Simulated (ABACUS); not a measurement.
Au: equation of state with r2SCAN

**Experimental background.**

“Exploring toroidal anvil profiles for larger sample volumes above 4 Mbar”, 2024, pmc:11102561 quotes, for a bulk crystal of Au: bulk modulus 167 GPa.

Au:

```xyz
1
Lattice="0.0000 2.0350 2.0350 2.0350 0.0000 2.0350 2.0350 2.0350 0.0000" Properties=species:S:1:pos:R:3 pbc="T T T"
Au    0.0000    0.0000    0.0000
```

* Program: ABACUS 3.10.1
* Task: equation of state
* Functional: r2SCAN
* Potentials or basis: SG15 ONCV 1.2 PBE
* Cutoff: 1361 eV
* Density cutoff: 5442 eV
* Basis: DZP LCAO (the cutoffs set its grid)
* k mesh: 8 × 8 × 8
* Occupations: fermi-dirac, width 0.05 eV
* Spin: no spin polarisation
* Orbital files: Au Au_confined-atom_7au_3s2p2d1f.orb
* Radial cutoff of the potentials (pseudo_rcut): 10 bohr
* SCF threshold on the density: 1e-07
* Max SCF steps: 100
* Eigensolver: genelpa
* Mixing: broyden
* Mixing share: 0.7
* Symmetry key: 1
* Bands: 14

| Quantity | Value |
| --- | --- |
| Equilibrium volume | 17.69 Å³/atom |
| Bulk modulus | 152 GPa |
| Pressure derivative of the bulk modulus | 6.1 (rough: it moves with the points fitted) |

Energy against volume, from the lowest point:
```
volume (Å³/atom)  energy (meV/atom)
          15.843             117.40
          16.518              42.32
          17.192               6.22
          17.866               0.00
```

All runs of the series together: 39 s on 4 threads of Intel(R) Xeon(R) Platinum 8488C (Sapphire Rapids), with other jobs on the host.

A measured bulk modulus of Au is 167 GPa (quoted in “Exploring toroidal anvil profiles for larger sample volumes above 4 Mbar”, 2024, pmc:11102561); the calculated 152 GPa misses it by -9.0 %. The fit is for a static lattice scaled at fixed shape and fixed fractional positions.

Caveat: the atomic orbitals were generated for these runs and aren't a published set; the potentials were made for another functional, which shifts forces and pressure; the basis of atomic orbitals isn't converged, which shifts pressures, moduli and gaps. The run has no spin-orbit coupling, so splittings on Au are missing.
